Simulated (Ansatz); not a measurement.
# Hf2COS MXene monolayer in a perpendicular field, part 2 of 2

Aim: how the Hf2COS MXene monolayer screens a field along its normal, and what the field does to its bands. A positive field points along +c.

Ansatz 0.2.0; plane-wave DFT, PBE-D3(BJ), Ansatz PAW.

So far. Step 2 (Relaxing the slab): The lattice constant a goes from 3.289 to 3.330 Å.

### Step 3. Atoms held, field 0

A sawtooth potential applies the field, turning back in the middle of the vacuum. With the dipole correction the typed value is the field outside the slab. The induced dipole is small, so the SCF threshold is tight.

The cell differs from the one that the last finished run ended in (c 42.187 → 23.195 Å).

Input file input.yaml:

```yaml
crystal:
  lattice:
    - [3.3299304728, 0.0, 0.0]
    - [-1.6649652364, 2.8838043823, 0.0]
    - [0.0, 0.0, 23.1953805079]
  atoms:
    - { symbol: S, position: [0.3333333333, 0.6666666667, 0.3880082932] }
    - { symbol: Hf, position: [0.6666666667, 0.3333333333, 0.456760184] }
    - { symbol: C, position: [0.0, 0.0, 0.5135581041] }
    - { symbol: Hf, position: [0.3333333333, 0.6666666667, 0.5729228768] }
    - { symbol: O, position: [0.6666666667, 0.3333333333, 0.6119917068] }
kpoints:
  mp_grid: { grid: [18, 18, 1] }
  band_path:
    path: [[0, 0, 0], [0.5, 0, 0], [0.33333333, 0.33333333, 0], [0, 0, 0]]
    npoints: 16
hamiltonian:
  xc: pbe
  dispersion: d3bj
scf:
  occupations: { method: fermi_dirac, width: 0.02585 }
  convergence: { dr2_threshold: 1.0e-10 }
efield:
  axis: 3
  dipole_correction: true
  ramp_position: 0.97
  ramp_width: 0.06
  amplitude: 0
output:
  dos: { projected: true, e_range: [-6, 5] }
  write_potential: true
  write_density: true
  volumetric_format: npy
  elf: true
```

On the command line:

```
> ansatz run input.yaml --threads 2 --pin off --max-ram 3072MiB --backend cpu --events-out ev --progress --plain --runs-dir out
```

Numbers of over 12 decimals in the logs are rounded to 6 here.

What it wrote:

```text
[...]
Crystal: 5 atoms, lattice volume = 222.742 Å³
Basis set: ecut = 420 eV, 4397 PW (Γ)
Bands: 41, of which v1, the nominal top of the filled ones, is band 34 counted from 1 (33 counted from 0)
Symmetry: 6 space group operations
[...]
k-points: 37 of 324 (time reversal used)
[...]
SCF iter   1: F=—  HF=-33170.410022 eV  |F-HF|=—  |Δ(HF+E_count)|=         —  Δρ=2.77e-3  dr2=6.53e-2  ethr=1.77e-3  p=0.084 e·Å  D=6.85e-2 V/Å  ΔV_dip=-1.59 eV  dr2_dipole=1.49e-2  V_vac-E_F(+/−)=4.63/6.21 eV  ⟨swp⟩=8.3  Hψ=6737  notcnv=0  defer=2
efield: sawtooth ramp at fractional position 0.9700 (set: `efield.ramp_position`, or a place that a band, a saddle search or an elastic batch's reference lends), width 0.0600; the density the first Hamiltonian is built on has a dipole p = 0.084 e·Å; the dipole correction subtracts the counter field D = 6.85e-2 V/Å, which shifts the + side's vacuum level by -1.59 eV against the − side's; the planar-averaged density in the ramp window peaks in size at 7.8e-6 e/Å³
[...]
SCF iter   2: F=—  HF=-33170.410954 eV  |F-HF|=—  |Δ(HF+E_count)|=   9.32e-4  Δρ=1.91e-3  dr2=2.01e-2  ethr=9.61e-5  p=0.062 e·Å  D=5.00e-2 V/Å  ΔV_dip=-1.16 eV  dr2_dipole=3.64e-3  V_vac-E_F(+/−)=4.68/5.84 eV  ⟨swp⟩=3.9  Hψ=3429  notcnv=0  defer=53
[...]
SCF iter  10: F=-33170.406650 eV  HF=-33170.406650 eV  |F-HF|=3.49e-10  |Δ(HF+E_count)|=   1.45e-9  Δρ=1.50e-7  dr2=2.74e-11  ethr=1.00e-12  p=0.071 e·Å  D=5.79e-2 V/Å  ΔV_dip=-1.34 eV  dr2_dipole=5.37e-15  V_vac-E_F(+/−)=4.64/5.98 eV  ⟨swp⟩=11.8  Hψ=5779  notcnv=0
SCF 1 converged in 10 iterations: F = -33170.406650 eV  dr2 = 2.74e-11
[...]
NSCF: frozen V_eff on 49 k-points
efield: sawtooth ramp at fractional position 0.9700 (kept from the solve that this one continues, or follows in the run), width 0.0600; the density the first Hamiltonian is built on has a dipole p = 0.071 e·Å; the dipole correction subtracts the counter field D = 5.79e-2 V/Å, which shifts the + side's vacuum level by -1.34 eV against the − side's; the planar-averaged density in the ramp window peaks in size at 1.8e-6 e/Å³
[...]
SCF converged after 10 iterations
Free energy (F): -33170.406650 eV
[...]
Internal energy: -33170.404966 eV  (E = F + TS)
E sigma→0 (E₀):  -33170.405808 eV
Entropy (-TS):   -0.001683 eV (-0.337 meV/atom)
Fermi energy:    1.509448 eV
Dipole field:    D = 0.057867 V/Å  (p = 0.071231 e·Å, saw-weighted, corrected)
Work function:   Φ+ = 4.6395 eV   Φ− = 5.9818 eV
Levels:          The Fermi level and band energies are counted from a zero that moves with the ramp; work functions are not
[...]
--- Band table (eV; the first three rows and the last of 37) ---
  k-point 0: bands = [... 30 lower, -0.6829, 0.2383, 1.7027, 1.7027, 3.1024, 3.1024, 3.2177, 4.6445, ... 3 higher]
  k-point 1: bands = [... 30 lower, -0.6749, 0.3530, 1.3548, 1.5375, 3.0185, 3.2799, 3.4367, 4.6829, ... 3 higher]
  k-point 2: bands = [... 30 lower, -0.6594, 0.3387, 0.7821, 1.2138, 2.7942, 3.6278, 3.8063, 4.7345, ... 3 higher]
  k-point 36: bands = [... 30 lower, -1.9378, -1.2252, -0.8861, -0.8508, 3.7752, 4.2492, 4.8335, 5.4596, ... 3 higher]
```

The job ended after 26 s (2 threads of Arm Neoverse V2, shared host; peak memory 0.67 GiB; 52 s of CPU time).

In the SCF lines HF is the Harris–Foulkes energy and dr2 the Hartree energy of the density residual, in eV; the loop may stop once dr2 is under the threshold and the program's other checks hold. Hψ counts applications of the Hamiltonian.

Numbers from this step:

- energy at zero smearing: -33170.4058 eV
- work function, upper face: 4.639 eV
- work function, lower face: 5.982 eV
- dipole along the normal: 0.07123 e·Å
- step between the vacuum levels: -1.342 eV

Running mean over a fixed 2.8 Å (it still follows the layers) of the planar mean; the ramp of the sawtooth is left out. Table of electron's electrostatic potential energy less the Fermi level by z:

```csv
z (Å),electron's electrostatic potential energy less the Fermi level (eV)
3,5.98
4,5.98
5,5.98
6,5.95
7,5.25
8,1.24
9,-3.67
10,-8.25
11,-8.58
12,-8.89
13,-9.75
14,-6.93
15,-1.04
16,3.99
17,4.62
18,4.64
19,4.64
20,4.64
```

The density of states has structure finer than the step of the table below, so its rows give means over 0.25 eV, whole bins alone (the curve runs from -6 to 1.99 eV). Peaks (eV: height): -5.750: 8.83, -5.040: 10.00, -4.760: 8.74, -3.570: 11.7, -2.660: 10.7, -2.530: 9.02, -1.560: 10.8.

Density of states against energy, zero at the Fermi level; means over each step:

energy (eV), density of states (states/eV a cell) and a bar:
```
    -5.75        4.9 ########################
    -5.50        0.8 ###
    -5.25        3.3 ###############
    -5.00        6.0 ##############################
    -4.75        5.6 ############################
    -4.50        0.7 ##
    -4.25        3.9 ###################
    -4.00        2.7 #############
    -3.75        2.0 #########
    -3.50        5.0 #########################
    -3.25        0.9 ###
    -3.00        3.3 ################
    -2.75        5.8 #############################
    -2.50        5.5 ###########################
    -2.25        3.5 #################
    -2.00        2.0 #########
    -1.75        2.7 #############
    -1.50        3.7 ##################
    -1.25        2.5 ###########
    -1.00        2.3 ##########
    -0.75        1.0 ####
    -0.50        0.5 #
    -0.25        0.3 
     0.00        0.5 #
     0.25        0.8 ###
     0.50        0.9 ###
     0.75        1.0 ####
     1.00        1.2 #####
     1.25        1.7 #######
     1.50        1.2 #####
     1.75        0.9 ###
```

Projected DOS per atom over height of the atomic layer and energy from the Fermi level. Layers: S Hf C Hf O from below.

Ten even steps from '0' (0.01 states/eV) to '9' (3.14 states/eV), each cell a mean:
```
01010
01010
01010
01000
01000
00000
00000
10000
40100
40200
30100
22300
44611
33301
10000
42201
31101
10003
11128
01139
00012
00136
```
Columns: height of the atomic layer (Å) from 9 to 14.2 (not evenly spaced); rows upwards: energy from the Fermi level (eV) from -5.96 to 1.96.

The electronic bands at the labelled points (eV, zero at the Fermi level):

```csv
point,band 31,band 32,band 33,band 34,band 35,band 36,band 37,band 38
Γ,-2.19,-1.27,0.19,0.19,1.59,1.59,1.71,3.14
halfway,-2.64,-2.24,-1.22,-0.88,0.56,2.92,2.96,3.31
M,-3.10,-2.50,-1.54,-0.93,-0.03,2.76,3.83,4.41
halfway,-2.93,-2.66,-2.40,-1.74,1.18,3.14,3.30,4.31
K,-3.45,-2.73,-2.40,-2.36,2.27,2.74,3.32,3.95
halfway,-2.72,-2.24,-1.86,-1.25,1.48,1.87,3.47,3.79
Γ,-2.19,-1.27,0.19,0.19,1.59,1.59,1.71,3.14
```

ELF in the ca plane at fractional y = 0.333, with atoms of Hf and O within 0.2 Å of it. It is the smooth field of the valence electrons, not physical close to the nuclei.

Ten even steps from '0' (0.00) to '9' (0.83), each cell a mean:
```
00000000000000001246642455235411268874100000
00000000000000000012214899612212799996310000
00000000000000000001115999821114875897310000
00000000000000000001115999721113887997310000
00000000000000000134432687423311589985200000
00000000000000002467863222246411135642100000
00000000000000014689986312588522211110000000
00000000000000024799997423688523210000000000
00000000000000013578985211367521112321000000
```
Columns run along c (16.0 Å, from fractional 0.08 to 0.77 of the cell), rows up along a (3.3 Å). Atoms in or near the plane, at fractional coordinates: Hf at (0.46, 0.67), O at (0.61, 0.67).

Electrostatic potential energy in the ca plane at fractional y = 0.333, with atoms of Hf and O within 0.2 Å of it. With pseudopotentials it is smooth inside the atoms' cores, unlike the true potential.

Values in eV, 5 rows by 16 columns, each cell a mean:
```
  7   7   6   3 -18 -23   0   0 -11   3   7   6   7   7   7   7
  7   7   7   2 -29 -33  -2   2 -33  -7   7   7   7   7   7   7
  7   7   6   3 -19 -24   0   0 -12   3   7   6   7   7   7   7
  7   7   5  -1  -1  -1   1  -9  -4   5   6   6   7   7   7   7
  7   7   5  -1   0  -1   0  -9  -4   5   6   6   7   7   7   7
```
Columns run along c (16.0 Å, from fractional 0.25 to 0.94 of the cell; values clipped at the 3rd and 97th percentile), rows up along a (3.3 Å). Atoms in or near the plane, at fractional coordinates: Hf at (0.46, 0.67), O at (0.61, 0.67).

Valence density in the ca plane at fractional y = 0.333, with atoms of Hf and O within 0.2 Å of it. It is the smooth field of the valence electrons, not physical close to the nuclei.

Ten steps, logarithmic in the rise over the least value, from '0' (0 e/Å³) to '9' (26 e/Å³), each cell a mean:
```
00000000111134431111112221000000000000000000
00000000001268862100124553100000000000000000
00000000001379973100125664100000000000000000
00000000001379973100124664100000000000000000
00000000011246642111113442100000000000000000
00000000111122221111112211000000000000000000
00000001122111111222222100000000000000000000
00000001122111111222232100000000000000000000
00000000122111111111121110000000000000000000
```
Columns run along c (16.0 Å, from fractional 0.25 to 0.94 of the cell), rows up along a (3.3 Å). Atoms in or near the plane, at fractional coordinates: Hf at (0.46, 0.67), O at (0.61, 0.67).

The work function of the upper face is 4.64 eV.

### Step 4. Atoms held, field 0.1 V/Å

input.yaml, as its differences from that of step 3:

```diff
@@ -27,5 +27,4 @@
   ramp_width: 0.06
-  amplitude: 0
+  amplitude: 0.1
 output:
-  dos: { projected: true, e_range: [-6, 5] }
   write_potential: true
@@ -33,2 +32 @@
   volumetric_format: npy
-  elf: true
```

What it wrote:

```text
[...]
Crystal: 5 atoms, lattice volume = 222.742 Å³
Basis set: ecut = 420 eV, 4397 PW (Γ)
Bands: 41, of which v1, the nominal top of the filled ones, is band 34 counted from 1 (33 counted from 0)
Symmetry: 6 space group operations
[...]
k-points: 37 of 324 (time reversal used)
[...]
k-point 0: bands = [... 30 lower, -0.7011, 0.2171, 1.6831, 1.6831, 3.0899, 3.0899, 3.1998, 4.6757, ... 3 higher]
  k-point 1: bands = [... 30 lower, -0.6930, 0.3323, 1.3350, 1.5180, 3.0041, 3.2672, 3.4208, 4.7068, ... 3 higher]
  k-point 2: bands = [... 30 lower, -0.6771, 0.3214, 0.7586, 1.1938, 2.7797, 3.6152, 3.7908, 4.7282, ... 3 higher]
  k-point 36: bands = [... 30 lower, -1.9480, -1.2391, -0.9028, -0.8826, 3.7654, 4.2470, 4.8170, 5.4436, ... 3 higher]
[key lines of the parts left out:]
SCF converged after 13 iterations
Free energy (F): -33170.415524 eV
Fermi energy:    1.493979 eV
Dipole field:    D = 0.086320 V/Å  (p = 0.106256 e·Å, saw-weighted, corrected)
```

Run time: 29 s. Hardware: 2 threads; peak memory 0.65 GiB.

The dipole is 0.106 e·Å, 0.0350 e·Å from its value without field.

### Step 5. Single point, field -0.1 V/Å

input.yaml, as its differences from that of step 4:

```diff
@@ -27,3 +27,3 @@
   ramp_width: 0.06
-  amplitude: 0.1
+  amplitude: -0.1
 output:
```

What it wrote:

```text
[...]
Crystal: 5 atoms, lattice volume = 222.742 Å³
Basis set: ecut = 420 eV, 4397 PW (Γ)
Bands: 41, of which v1, the nominal top of the filled ones, is band 34 counted from 1 (33 counted from 0)
Symmetry: 6 space group operations
[...]
k-points: 37 of 324 (time reversal used)
[...]
k-point 0: bands = [... 30 lower, -0.6653, 0.2588, 1.7216, 1.7216, 3.1142, 3.1142, 3.2347, 4.6013, ... 3 higher]
  k-point 1: bands = [... 30 lower, -0.6575, 0.3731, 1.3741, 1.5564, 3.0321, 3.2919, 3.4517, 4.6426, ... 3 higher]
  k-point 2: bands = [... 30 lower, -0.6423, 0.3554, 0.8049, 1.2331, 2.8080, 3.6397, 3.8206, 4.7233, ... 3 higher]
  k-point 36: bands = [... 30 lower, -1.9281, -1.2119, -0.8697, -0.8197, 3.7842, 4.2505, 4.8493, 5.4751, ... 3 higher]
[key lines of the parts left out:]
SCF converged after 12 iterations
Free energy (F): -33170.401278 eV
Fermi energy:    1.524236 eV
Dipole field:    D = 0.029413 V/Å  (p = 0.036206 e·Å, saw-weighted, corrected)
```

Run time: 29 s. Hardware: 2 threads; peak memory 0.65 GiB.

The dipole is 0.0362 e·Å, -0.0350 e·Å from its value without field.

### Step 6. Response, atoms held

This step: plane-wave DFT, PBE-D3(BJ), Ansatz PAW; response to a field along the normal, atoms held (Ansatz 0.2.0).

The dipoles give the slope, and the difference of two potentials shows where the field is screened.

This step gave:

- equivalent conductor thickness p/(ε₀AE): 6.600 Å
- distance between the outer atoms: 5.195 Å

Dipole of the cell against applied field:

```csv
applied field (V/Å),dipole of the cell (e·Å)
-0.1000,0.0362
0.0000,0.0712
0.1000,0.106
```

Local field over the applied field, running mean. From the potentials at -0.1 and 0.1 V/Å; running mean over 2.5 Å. The local field over applied field by z:

```csv
z (Å),local field over applied field
4.5,0.999
5.0,0.998
5.5,0.993
6.0,0.977
6.5,0.935
7.0,0.839
7.5,0.684
8.0,0.504
8.5,0.321
9.0,0.166
9.5,0.0760
10.0,0.0457
10.5,0.0395
11.0,0.0438
11.5,0.0493
12.0,0.0531
12.5,0.0591
13.0,0.0865
13.5,0.148
14.0,0.260
14.5,0.409
15.0,0.579
15.5,0.739
16.0,0.870
16.5,0.949
17.0,0.983
17.5,0.994
18.0,0.998
18.5,1.000
19.0,1.000
```

Electrons, planar mean, per unit field. Induced electron density against z:

```csv
z (Å),induced electron density (e/Å³ per V/Å)
4.5,2.4e-6
5.0,8.5e-6
5.5,2.9e-5
6.0,9.7e-5
6.5,3.0e-4
7.0,8.7e-4
7.5,0.00217
8.0,0.00377
8.5,0.00263
9.0,7.6e-4
9.5,5.5e-4
10.0,-7.4e-4
10.5,-3.1e-4
11.0,3.4e-4
11.5,8.5e-5
12.0,2.8e-4
12.5,-6.2e-4
13.0,-1.9e-4
13.5,-9.4e-5
14.0,-0.00184
14.5,-0.00204
15.0,-0.00333
15.5,-0.00176
16.0,-6.8e-4
16.5,-2.3e-4
17.0,-7.3e-5
17.5,-2.2e-5
18.0,-6.4e-6
18.5,-1.9e-6
19.0,-5.4e-7
```

By hand: between -0.1 and 0.1 V/Å the dipole changes by 0.07005 e·Å, a slope of 0.3503 e·Å²/V. A perfect conductor of thickness t has p = ε₀AEt, so t = 180.95 × 0.3503 / 9.603 = 6.60 Å (e/ε₀ = 180.95 V·Å, A in Å²).

The induced dipole is that of a conductor 6.60 Å thick.

### Step 7. Summary of results

| Item | Value |
| --- | --- |
| gap without field | none |
| work function, upper face | 4.64 eV |
| step between the vacuum levels | -1.34 eV |
| equivalent conductor thickness, atoms held | 6.60 Å |

**Reading.** The induced dipole equals that of a perfect conductor 6.60 Å thick, while the outer atoms lie 5.20 Å apart. The two faces differ: the vacuum level above lies 1.34 eV lower than the one below. There is no gap over 0.03 eV, with or without the field. The main runs have no spin polarisation; a magnetic state could lie lower and would change these results. Spin-orbit coupling is left out, which matters for the bands of elements this heavy. The MXene's terminations sit over the metal atoms of its far layer; the site over carbon or nitrogen, which some compounds prefer, was not run.

[Logs are printed without paths, hosts, clocks, repeated set-up lines and the standing remarks that a program may print on its own settings, such as how far it seeks lower states.]

[Hosts, paths, dates, database ids (printed as entryN), source tags and the programs' standing remarks are cut or masked in the printed files.]

[Maps of the electrostatic potential energy from Ansatz leave out the sawtooth potential of an applied field or a dipole correction, so their vacuum need not be flat; planar profiles and work functions include it.]

[The density of states shown here was stored with 400 of the rows of the run's finer table, so its peaks can read low, often by over a quarter, or be missed, and its means over a window can be off by a tenth or more.]
